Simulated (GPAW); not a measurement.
Wanted: an ASE script for a GPAW 26.7.0 run.

| Quantity | Value |
| --- | --- |
| Task | relaxation of cell and atoms |
| Functional | PBEsol |
| Potentials or basis | PAW data sets generated in the run's folder for this functional |
| Cutoff | 800 eV |
| Basis | pw |
| k mesh | 9 × 9 × 9 |
| Occupations | fermi-dirac, width 0.05 eV |
| Spin | collinear spin, ferromagnetic start |
| Starting moments | [1.0, 0.0] μB |
| Target pressure | 20 GPa |
| Maxiter | 150 |
| Optimizer | BFGS |
| Fmax | 0.02 eV/Å |
| Max steps | 60 |
| Target pressure | 20 GPa |
| Convergence | density=1e-05 forces=0.0001 |

The system is NiO.

```
Ni O
1.0
     0.00000    2.08590    2.08590
     2.08590    0.00000    2.08590
     2.08590    2.08590    0.00000
Ni O
1 1
Cartesian
  0.0000 0.0000 0.0000
  2.0859 2.0859 2.0859
```

The input as run:

run.py

```python
from ase import Atoms
from ase.filters import FrechetCellFilter
from ase.io import write
from ase.optimize import BFGS
from ase.units import GPa
from gpaw import GPAW, PW, setup_paths

setup_paths.insert(0, '.')

atoms = Atoms(['Ni', 'O'],
              cell=[[0.0, 2.0859016414, 2.0859016414],
                    [2.0859016414, 0.0, 2.0859016414],
                    [2.0859016414, 2.0859016414, 0.0]],
              scaled_positions=[[0.0, 0.0, 0.0],
                                [0.5, 0.5, 0.5]],
              pbc=True)
atoms.set_initial_magnetic_moments([1.0, 0.0])

calc = GPAW(mode=PW(800),
            xc='PBEsol',
            kpts={'size': (9, 9, 9), 'gamma': True},
            occupations={'name': 'fermi-dirac', 'width': 0.05},
            nbands=22,
            convergence={'density': 1e-05, 'forces': 0.0001},
            maxiter=150,
            txt='gpaw.txt')
atoms.calc = calc
opt = BFGS(FrechetCellFilter(atoms, scalar_pressure=20 * GPa), trajectory='relax.traj', logfile='-')
done = opt.run(fmax=0.02, steps=60)
calc.write('gs.gpw')
write('result.traj', atoms)
print('Converged:', done)
print('Cell:', atoms.cell.cellpar().round(4))
print('Volume:', round(atoms.get_volume(), 4))
print(atoms.get_scaled_positions().round(5))
```

Potentials or basis: PAW data sets generated in the run's folder for this functional, pw.

Launch:

```bash
$ gpaw-setup -f PBEsol Ni O
$ OMP_NUM_THREADS=1 python run.py
```

It gave:

The relaxed volume is 8.22 Å³/atom, the relaxed cell is a = 2.854 Å, b = 2.854 Å, c = 2.854 Å, α = 60.00°, β = 60.00°, γ = 60.00° and the space group after relaxing (to 0.05 Å) is Fm-3m (No. 225). The energy change on relaxing (the enthalpy is what falls) is +34.2 meV/atom. The ionic steps are 5. The pressure after relaxing is 20.0 GPa, the band gap on the k mesh is none (metal or under the smearing width) and the net moment is 0.93 μB per cell. The site moments are Ni +0.79; O +0.10 μB.

Caveat: each step starts from the last one's moments, so a moment once lost doesn't come back; the stock nickel data set gives pressures a few GPa off other programs; later steps reuse the first step's grids; a cell with one magnetic atom can't hold antiferromagnetic order, which such compounds often take; semilocal functionals often make such compounds metallic where correlation or magnetic order opens a gap, which also shifts bond lengths.

It took 2.6 min on 1 thread of Arm Neoverse V1, on a shared host, peak memory 0.26 GiB.
